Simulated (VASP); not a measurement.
# InP (F-43m) in VASP: notebook, part 2 of 2

VASP 6.6.1. The steps go on from the part before.

## 5. Relaxation of cell and atoms, LDA, target pressure -2 GPa, at which the enthalpy is minimised

This run uses another cell than the first one, of 25.17 Å³/atom, 1.082 times its volume.

Input file INCAR:

```
SYSTEM = InP
PREC     = Accurate       ! precision mode
ENCUT    = 500            ! plane-wave cutoff, eV
EDIFF    = 1E-7           ! SCF threshold, eV
ISMEAR   = 0              ! smearing method
SIGMA    = 0.01           ! smearing width, eV
LREAL    = .FALSE.        ! projectors in reciprocal space
LASPH    = .TRUE.         ! aspherical terms in the spheres
NELM     = 120            ! most SCF steps
ALGO     = Normal         ! electronic algorithm
ISIF     = 3              ! what is computed and relaxed
LWAVE    = .FALSE.        ! write WAVECAR
LCHARG   = .FALSE.        ! write CHGCAR
IBRION   = 2              ! ionic algorithm
NSW      = 80             ! ionic steps
EDIFFG   = -0.02          ! ionic threshold
PSTRESS  = -20.0        
GGA_COMPAT= .FALSE.      
NELMIN   = 4
```

Input file KPOINTS:

```
Automatic mesh
0
G
  6 6 6
  0 0 0
```

Input file POSCAR:

```
InP
1.0
    0.0000000000      2.9305000000      2.9305000000
    2.9305000000      0.0000000000      2.9305000000
    2.9305000000      2.9305000000      0.0000000000
In P
1 1
Direct
    0.0000000000      0.0000000000      0.0000000000
    0.2500000000      0.2500000000      0.2500000000
```

Potentials or basis: VASP PAW LDA potentials, release 64 (In_d, P).

Command:

```
$ cat potpaw_LDA.64/In_d/POTCAR potpaw_LDA.64/P/POTCAR > POTCAR
$ mpirun -np 1 vasp_std > vasp.out
```

OUTCAR:

```text
SYSTEM = InP
   PREC = Accurate
   ENCUT = 500
   EDIFF = 1E-7
   ISMEAR = 0
   LREAL = .FALSE.
   LASPH = .TRUE.
   NELM = 120
   ISIF = 3
   IBRION = 2
   NSW = 80
   EDIFFG = -0.02
   PSTRESS = -20.0
   NELMIN = 4

 ion  position               nearest neighbor table
   1  0.000  0.000  0.000-   2 2.54   2 2.54   2 2.54   2 2.54
   2  0.250  0.250  0.250-   1 2.54   1 2.54   1 2.54   1 2.54

  LATTYP: Found a face centered cubic cell.
 ALAT       =     5.8610000000

  Lattice vectors:

 A1 = (   0.0000000000,   2.9305000000,   2.9305000000)
 A2 = (   2.9305000000,   0.0000000000,   2.9305000000)
 A3 = (   2.9305000000,   2.9305000000,   0.0000000000)

Analysis of symmetry for initial positions (statically):
=====================================================================
 Subroutine PRICEL returns:
 Original cell was already a primitive cell.

 Routine SETGRP: Setting up the symmetry group for a
 face centered cubic supercell.

 Subroutine GETGRP returns: Found 24 space group operations
 (whereof 24 operations were pure point group operations)
 out of a pool of 48 trial point group operations.

The static configuration has the point symmetry T_d .

Analysis of symmetry for dynamics (positions and initial velocities):
=====================================================================
 Subroutine PRICEL returns:
 Original cell was already a primitive cell.

 Routine SETGRP: Setting up the symmetry group for a
 face centered cubic supercell.

 Subroutine GETGRP returns: Found 24 space group operations
 (whereof 24 operations were pure point group operations)
 out of a pool of 48 trial point group operations.

The dynamic configuration has the point symmetry T_d .

 Subroutine INISYM returns: Found 24 space group operations
 (whereof 24 operations are pure point group operations),
 and found     1 'primitive' translations

----------------------------------------------------------------------------------------

                                     Primitive cell

  volume of cell :      50.3333

  direct lattice vectors                    reciprocal lattice vectors
     0.000000000  2.930500000  2.930500000    -0.170619348  0.170619348  0.170619348
     2.930500000  0.000000000  2.930500000     0.170619348 -0.170619348  0.170619348
     2.930500000  2.930500000  0.000000000     0.170619348  0.170619348 -0.170619348

  length of vectors
     4.144352845  4.144352845  4.144352845     0.295521380  0.295521380  0.295521380

  position of ions in fractional coordinates (direct lattice)
     0.000000000  0.000000000  0.000000000
     0.250000000  0.250000000  0.250000000

  ion indices of the primitive-cell ions
   primitive index   ion index
                 1           1
                 2           2

----------------------------------------------------------------------------------------

 KPOINTS: Automatic mesh

Automatic generation of k-mesh.
 Grid dimensions read from file:
 generate k-points for:    6    6    6

 Generating k-lattice:

  Cartesian coordinates                     Fractional coordinates (reciprocal lattice)
    -0.028436558  0.028436558  0.028436558     0.166666667  0.000000000  0.000000000
     0.028436558 -0.028436558  0.028436558     0.000000000  0.166666667  0.000000000
     0.028436558  0.028436558 -0.028436558     0.000000000  0.000000000  0.166666667

  Length of vectors
     0.049253563  0.049253563  0.049253563

  Shift w.r.t. Gamma in fractional coordinates (k-lattice)
     0.000000000  0.000000000  0.000000000

 Subroutine IBZKPT returns following result:
 ===========================================

 Found     16 irreducible k-points:

 Following reciprocal coordinates:
            Coordinates               Weight
  0.000000  0.000000  0.000000      1.000000
  0.166667  0.000000  0.000000      8.000000
  0.333333  0.000000  0.000000      8.000000
  0.500000  0.000000  0.000000      4.000000
  0.166667  0.166667  0.000000      6.000000
  0.333333  0.166667  0.000000     24.000000
[... 8 lines left out ...]
 -0.333333  0.333333  0.166667     24.000000
 -0.333333  0.500000  0.166667     12.000000
   k-points           NKPTS =     16   k-points in BZ     NKDIM =     16   number of bands    NBANDS=     13
   number of dos      NEDOS =    301   number of ions     NIONS =      2
   total plane-waves  NPLWV =  27000
   dimension x,y,z NGX =    30 NGY =   30 NGZ =   30
   dimension x,y,z NGXF=    60 NGYF=   60 NGZF=   60
   ions per type =               1   1
   NGX,Y,Z   is equivalent  to a cutoff of  12.03, 12.03, 12.03 a.u.
   NGXF,Y,Z  is equivalent  to a cutoff of  24.07, 24.07, 24.07 a.u.
 SYSTEM =  InP
   PREC   = accura    normal or accurate (medium, high low for compatibility)
   ISTART =      0    job   : 0-new  1-cont  2-samecut
   ICHARG =      2    charge: 1-file 2-atom 10-const
   ISPIN  =      1    spin polarized calculation?
   LNONCOLLINEAR =      F non collinear calculations
   LSORBIT =      F    spin-orbit coupling
   LASPH  =      T    aspherical Exc in radial PAW
   ENCUT  =  500.0 eV  36.75 Ry    6.06 a.u.   7.56  7.56  7.56*2*pi/ulx,y,z
   NELM   =    120;   NELMIN=  4; NELMDL= -5     # of ELM steps
   EDIFF  = 0.1E-06   stopping-criterion for ELM
   LREAL  =      F    real-space projection
   EDIFFG = -.2E-01   stopping-criterion for IOM
   NSW    =     80    number of steps for IOM
   IBRION =      2    ionic relax: 0-MD 1-quasi-New 2-CG
   NFREE  =      1    steps in history (QN), initial steepest desc. (CG)
   ISIF   =      3    stress and relaxation
   ISYM   =      2    0-nonsym 1-usesym 2-fastsym
   POTIM  = 0.5000    time-step for ionic-motion
   TEBEG  =    0.0;   TEEND  =   0.0 temperature during run
   PSTRESS=  -20.0 pullay stress
   NELECT =      18.0000    total number of electrons
   NUPDOWN=      -1.0000    fix difference up-down
   EMIN   =  10.00;   EMAX   =-10.00  energy-range for DOS
   EFERMI =   0.00;   METHOD = LEGACY
   ISMEAR =     0;   SIGMA  =   0.01  broadening in eV -4-tet -1-fermi 0-gaus
   EFERMI_NEDOS =   21; number of points for ismear=-14 and -15
   IALGO  =     38    algorithm
   IMIX   =      4    mixing-type and parameters
     AMIX     =   0.40;   BMIX     =  1.00
     AMIX_MAG =   1.60;   BMIX_MAG =  1.00
  volume/ion in A,a.u.               =      25.17       169.83
  Fermi-wavevector in a.u.,A,eV,Ry     =   1.162021  2.195901 18.371846  1.350293
  Thomas-Fermi vector in A             =   2.298587
   LORBIT       =      0    0 simple, 1 ext, 2 COOP (PROOUT), +10 PAW based schemes
   GGA     = CA    functional components
   LHFCALC =     F    Hartree Fock is set to
   AEXX    =    0.0000 exact exchange contribution
   IVDW    =     0    specifies the selected vdW correction
   LEPSILON=     F    determine dielectric tensor
   LRPA    =     F    only Hartree local field effects (RPA)
 conjugate gradient relaxation of ions
 non-spin polarized calculation
 Gauss-broadening in eV      SIGMA  =   0.01
  energy-cutoff  :      500.00
  volume of cell :       50.33
 maximum number of plane-waves:      1303
   NGX = 15   NGY = 15   NGZ = 15

--------------------------------------- Ionic step        1  -------------------------------------------

 number of electron      18.0000009 magnetization

 Free energy of the ion-electron system (eV)
  ---------------------------------------------------
  ext. energy  EPLUGINS =         0.00000000
  ---------------------------------------------------
  free energy    TOTEN  =        -9.65678647 eV

  energy without entropy =       -9.65678647  energy(sigma->0) =       -9.65678647

------------------------ aborting loop because EDIFF is reached ----------------------------------------

  FORCE on cell =-STRESS in cart. coord.  units (eV):
  Direction    XX          YY          ZZ          XY          YZ          ZX
  --------------------------------------------------------------------------------------
  -------------------------------------------------------------------------------------
  Total       -0.3760527     -0.3760527     -0.3760527      0.0000000      0.0000000      0.0000000
  in kB      -11.9702757    -11.9702757    -11.9702757      0.0000000      0.0000000      0.0000000
  external PRESSURE =       8.0297243 kB  Pullay stress =     -20.0000000 kB
[... 61 lines left out ...]
  enthalpy is  TOTEN    =       -10.2864394617 eV   P V=       -0.6398502607

--------------------------------------- Ionic step        3  -------------------------------------------

 number of electron      18.0000003 magnetization

 Free energy of the ion-electron system (eV)
  ---------------------------------------------------
  ext. energy  EPLUGINS =         0.00000000
  ---------------------------------------------------
  free energy    TOTEN  =        -9.65029993 eV

  energy without entropy =       -9.65029993  energy(sigma->0) =       -9.65029993

 E-fermi :   4.9887     XC(G=0):  -9.5540

 val. band max:        4.8753508684   @ k =   0.0000   0.0000   0.0000
 cond. band min:       5.3128140003   @ k =   0.0000   0.0000   0.0000
 fundamental gap:      0.4374631319
 Fermi energy:         4.9887427053

 k-point     1 :       0.0000    0.0000    0.0000
  band No.  band energies     occupation
      1      -9.2936      2.00000
      2      -9.2936      2.00000
      3      -9.2936      2.00000
      4      -9.1454      2.00000
      5      -9.1454      2.00000
      6      -6.5836      2.00000
      7       4.8754      2.00000
      8       4.8754      2.00000
      9       4.8754      2.00000
     10       5.3128      0.00000
     11       8.8330      0.00000
     12       8.8330      0.00000
     13       8.8330      0.00000
[... 267 lines left out ...]
  FREE ENERGIE OF THE ION-ELECTRON SYSTEM (eV)
  ---------------------------------------------------
  free  energy   TOTEN  =        -9.6502999270 eV

  energy  without entropy=       -9.6502999270  energy(sigma->0) =       -9.65029993

  enthalpy is  TOTEN    =       -10.2867272777 eV   P V=       -0.6364273507

 reached required accuracy - stopping structural energy minimisation
```

It took 13 s on 1 thread of Intel Xeon Platinum 8488C (Sapphire Rapids), shared host; peak memory 0.15 GiB.

Results:

| Item | Value |
| --- | --- |
| Free energy | -9.6503 eV |
| Relaxed volume | 25.49 Å³/atom |
| Relaxed cell | a = 4.162 Å, b = 4.162 Å, c = 4.162 Å, α = 60.00°, β = 60.00°, γ = 60.00° |
| Space group after relaxing (to 0.05 Å) | F-43m (No. 216) |
| Energy change on relaxing (the enthalpy is what falls) | +3.2 meV/atom |
| Ionic steps | 3 |
| Pressure after relaxing | -2.0 GPa |
| Band gap on the k mesh | 0.44 eV, direct |

Step by step:
| step | energy change (eV) | largest force (eV/Å) | pressure (GPa) | volume (Å³) |
| --- | --- | --- | --- | --- |
| 1 | 0.0000 | 0.0000 | -1.20 | 50.33 |
| 2 | 0.0102 | 0.0000 | -2.34 | 51.26 |
| 3 | 0.0065 | 0.0000 | -2.00 | 50.98 |

Final structure:
```
CELL_PARAMETERS angstrom
0.00000 2.94306 2.94306
2.94306 0.00000 2.94306
2.94306 2.94306 0.00000
ATOMIC_POSITIONS crystal
In 0.00000 0.00000 0.00000
P 0.25000 0.25000 0.25000
```

Caveat: the cell is relaxed towards a set pressure, so the enthalpy falls and the energy may rise; spin-orbit coupling is left out, which moves the levels of the heavy elements.

## 6. Relaxation of cell and atoms, LDA

This run uses another cell than the first one, of 25.17 Å³/atom, 1.082 times its volume.

Input file INCAR:

```
SYSTEM = InP
PREC = Accurate
ENCUT = 500
EDIFF = 1E-7
ISMEAR = 0
SIGMA = 0.01
LREAL = .FALSE.
LASPH = .TRUE.
NELM = 120
ALGO = Normal
ISIF = 3
LWAVE = .FALSE.
LCHARG = .FALSE.
GGA = CA
IBRION = 2
NSW = 80
EDIFFG = -0.02
GGA_COMPAT = .FALSE.
NELMIN = 4
```

Input file KPOINTS:

```
regular mesh
0
G
  6 6 6
  0 0 0
```

POSCAR is that of step 5.

Potentials or basis: VASP PAW LDA potentials, release 64 (In_d, P).

Command:

```
$ cat potpaw_LDA.64/In_d/POTCAR potpaw_LDA.64/P/POTCAR > POTCAR
$ mpirun -np 1 vasp_std > vasp.out
```

Run time: 13 s. Hardware: 1 thread of Intel Xeon Platinum 8488C (Sapphire Rapids), shared host; peak memory 0.15 GiB.

The run converged. Its results:

```
Free energy                            : -9.6600 eV
Relaxed volume                         : 24.74 Å³/atom
Relaxed cell                           : a = 4.121 Å, b = 4.121 Å, c = 4.121 Å, α = 60.00°, β = 60.00°, γ = 60.00°
Space group after relaxing (to 0.05 Å) : F-43m (No. 216)
Energy gained by relaxing              : 1.6 meV/atom
Ionic steps                            : 3
Pressure after relaxing                : 0.0 GPa
Band gap on the k mesh                 : 0.60 eV, direct
```

The path:
```
step  energy change (eV)  largest force (eV/Å)  pressure (GPa)  volume (Å³)
   1              0.0000                0.0000           -1.20        50.33
   2             -0.0021                0.0000            0.74        48.98
   3             -0.0032                0.0000           -0.01        49.48
```

Final structure:
```cif
data_structure
_symmetry_space_group_name_H-M 'P 1'
_symmetry_Int_Tables_number 1
_cell_length_a 4.1207
_cell_length_b 4.1207
_cell_length_c 4.1207
_cell_angle_alpha 60.000
_cell_angle_beta 60.000
_cell_angle_gamma 60.000
_cell_volume 49.48
loop_
_atom_site_label
_atom_site_type_symbol
_atom_site_fract_x
_atom_site_fract_y
_atom_site_fract_z
_atom_site_occupancy
In1 In 0.00000 0.00000 0.00000 1
P1 P 0.25000 0.25000 0.25000 1
```

Levels at points of the mesh, in eV from the valence-band top:
```
           k point  band 6  band 7  band 8  band 9  band 10  band 11  band 12  band 13
(0.00, 0.00, 0.00)  -11.67    0.00    0.00    0.00     0.60     3.96     3.96     3.96
(0.50, 0.00, 0.00)   -9.85   -5.93   -1.02   -1.02     1.36     4.70     4.70     6.92
(0.50, 0.50, 0.00)   -9.16   -5.94   -2.42   -2.42     1.56     2.12     9.10     9.54
```

Caveat: spin-orbit coupling is left out, which moves the levels of the heavy elements.

## 7. Summary

| task | cell | gap on the mesh (eV) | pressure (GPa) |
| --- | --- | --- | --- |
| single point | a = 4.037 Å, angles 60.0°, 2 atoms | 0.93 | 5.0 |
| single point | a = 4.161 Å, angles 60.0°, 2 atoms | 0.44 | -2.0 |
| single point | a = 4.120 Å, angles 60.0°, 2 atoms | 0.60 | 0.0 |
| relaxation of cell and atoms | relaxed to -2 GPa from a = 4.144 Å, angles 60.0°, 2 atoms | 0.44 | -2.0 |
| relaxation of cell and atoms | relaxed from a = 4.144 Å, angles 60.0°, 2 atoms | 0.60 | 0.0 |

Alike in all rows: level LDA; potentials or basis VASP PAW LDA potentials, release 64 (In_d, P); no spin polarisation; k mesh 6 × 6 × 6; cutoff (eV) 500; smearing gaussian 0.01 eV.

Caveats: spin-orbit coupling is left out, which moves the levels of the heavy elements; the cell is relaxed towards a set pressure, so the enthalpy falls and the energy may rise (some runs).

Total energies depend on the potentials used, so only differences within one code and one set of settings carry meaning.

## 8. Against experiment

Step 3. A measured gap of InP is 1.4236 eV (direct; 1.6 K; a printed reference work, data compilation); the calculated 0.44 eV misses it by -0.98 eV. Spin-orbit coupling on In is left out. The value is that of LDA, without temperature or zero-point motion. Semilocal functionals fall short of measured gaps as a rule.

Step 4. Against the measured gap of InP, 1.4236 eV (direct; 1.6 K; a printed reference work, data compilation), the calculated 0.60 eV is off by -0.82 eV. Spin-orbit coupling on In is left out. The value is that of LDA, without temperature or zero-point motion. Semilocal functionals fall short of measured gaps as a rule.
